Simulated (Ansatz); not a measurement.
Convergence of SnSe

```
Sn Se
1.0
     0.00000    3.01000    3.01000
     3.01000    0.00000    3.01000
     3.01000    3.01000    0.00000
Sn Se
1 1
Cartesian
  0.0000 0.0000 0.0000
  3.0100 3.0100 3.0100
```

Atom numbers follow the list: Sn1, Se2.

Conventional cell: a = 6.020 Å, b = 6.020 Å, c = 6.020 Å, α = 90.00°, β = 90.00°, γ = 90.00°. Sn (atom 1) has 6 Se at 3.01 Å as nearest neighbours. Se (atom 2) is surrounded by 6 Sn at 3.01 Å.

The cell is COD entry 9008725, as deposited and not checked against the literature; nothing was relaxed.

No spin–orbit coupling, which matters for the heavy atoms here.

Theory: DFT, PBE, PAW with Ansatz's default frozen-core files, scalar-relativistic in Ansatz 0.2.0.

Sampling and basis: a Γ-centred 7×7×7 k mesh, Fermi–Dirac smearing of 0.01 eV, cutoff 420 eV, no spin polarisation. One setting is then changed at a time.

P includes the program's estimate of the Pulay (finite-basis) term, listed apart; without it the pressure would be far more sensitive to the cutoff.

| PAW cutoff (eV) | free energy less the base's (meV/atom) | P (GPa) | Pulay term in P (GPa) |
| --- | --- | --- | --- |
| 420 (base) | 0.0 | 0.97 | 0.02 |
| 250 | 447 | 1.03 | 20.86 |
| 300 | 30.4 | 1.03 | 2.14 |
| 350 | 1.4 | 0.98 | 0.09 |
| 500 | -0.6 | 0.96 | 0.00 |
| 800 | -0.7 | 0.96 | 0.00 |
